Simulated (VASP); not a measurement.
Here is a VASP 6.6.1 calculation.

The input INCAR:

```
SYSTEM = GaN
  PREC = Accurate
  ENCUT = 600
  EDIFF = 1E-6
  ISMEAR = 0
  SIGMA = 0.01
  LREAL = .False.
  LASPH = .True.
  NELM = 100
  ALGO = Fast
  ISIF = 3
  LWAVE = .False.
  LCHARG = .False.
  GGA = PE
  IBRION = 2
  NSW = 80
  EDIFFG = -0.001
```

Contents of KPOINTS:

```
Automatic mesh
0
Gamma
  10 10 10
  0 0 0
```

Contents of POSCAR:

```
GaN
1.0
    0.0000000000      2.2742384940      2.2742384940
    2.2742384940      0.0000000000      2.2742384940
    2.2742384940      2.2742384940      0.0000000000
Ga N
1 1
Direct
    0.0000000000      0.0000000000      0.0000000000
    0.7500000000      0.7500000000      0.7500000000
```

Potentials or basis: VASP PAW PBE potentials, release 64 (Ga_d, N).

Launch:

```sh
$ cat potpaw_PBE.64/Ga_d/POTCAR potpaw_PBE.64/N/POTCAR > POTCAR
$ mpirun -np 1 vasp_std > vasp.out
```

**Question.** Predict the band gap on the k mesh.

**Answer.** 1.55 eV, direct.

Final structure:
```
Ga N
1.0
     0.00000    2.27424    2.27424
     2.27424    0.00000    2.27424
     2.27424    2.27424    0.00000
Ga N
1 1
Direct
  0.00000 0.00000 0.00000
  0.75000 0.75000 0.75000
```

Caveat: the relaxation stopped at its first step, so nothing moved.
